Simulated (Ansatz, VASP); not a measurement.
**NiO: VASP beside Ansatz**

The input INCAR:

```
SYSTEM = NiO
  PREC = Accurate
  ENCUT = 520
  EDIFF = 1E-7
  ISMEAR = -1
  SIGMA = 0.05
  LREAL = .False.
  LASPH = .True.
  NELM = 100
  ALGO = Normal
  ISIF = 2
  LWAVE = .False.
  LCHARG = .False.
  ISPIN = 2
  MAGMOM = 1 0
  LORBIT = 11
  LMAXMIX = 4
  GGA = PE
  NBANDS = 19
```

File KPOINTS:

```
regular mesh
0
Gamma
  11 11 11
  0 0 0
```

Contents of POSCAR:

```
NiO
1.0
    0.0000000000      2.1133508634      2.1133508634
    2.1133508634      0.0000000000      2.1133508634
    2.1133508634      2.1133508634      0.0000000000
Ni O
1 1
Direct
    0.0000000000      0.0000000000      0.0000000000
    0.5000000000      0.5000000000      0.5000000000
```

The input input.yaml:

```yaml
crystal:
  lattice:
    - [0.0, 2.1133508634, 2.1133508634]
    - [2.1133508634, 0.0, 2.1133508634]
    - [2.1133508634, 2.1133508634, 0.0]
  atoms:
    - { symbol: Ni, position: [0.0, 0.0, 0.0], spin: 1.0 }
    - { symbol: O, position: [0.5, 0.5, 0.5] }
hamiltonian:
  xc: pbe
  pseudopotentials: { kind: paw }
magnetization:
  spin_polarized: true
kpoints:
  mp_grid: { grid: [11, 11, 11] }
scf:
  occupations: { method: fermi_dirac, width: 0.05 }
output:
  forces: true
  stress: true
  eigenvalues: true
  write_density: true
  write_potential: true
  elf: true
  volumetric_format: npy
```

Change from the starting cell: volume scaled by 1.04.

Alike in both runs: task single point; functional PBE; k mesh 11 × 11 × 11; occupations fermi-dirac, width 0.05 eV; collinear spin, ferromagnetic start.

```csv
,VASP,Ansatz
version,VASP 6.6.1,Ansatz 0.2.0
potentials or method,"VASP PAW PBE potentials, release 64 (Ni, O)",Ansatz PAW
plane-wave cutoff (eV),520,420
valence electrons in the cell,16,24
```

```csv
,VASP,Ansatz,Ansatz less VASP
gap on the k mesh at the Fermi level (eV),none,none,-
pressure (GPa),-1.5,-1.2,+0.36
net moment per atom (μB),0.90,0.91,+0.015
size of the moment on the site where the two differ most (μB),0.28,0.30,+0.022
```

Site moments also hang on the region over which each program counts them. A gap of «none» marks a metal or a gap that the smearing closes. The functional is the same, so the differences come from potentials, cutoffs and numerics. The two sets of potentials don't hold the same shells in valence.

Caveats: a cell with one magnetic atom can't hold antiferromagnetic order, which such compounds often take; semilocal functionals often make such compounds metallic where correlation or magnetic order opens a gap, which also shifts bond lengths; the pressure holds a Pulay correction of +0.7 GPa for the finite cutoff (Ansatz).
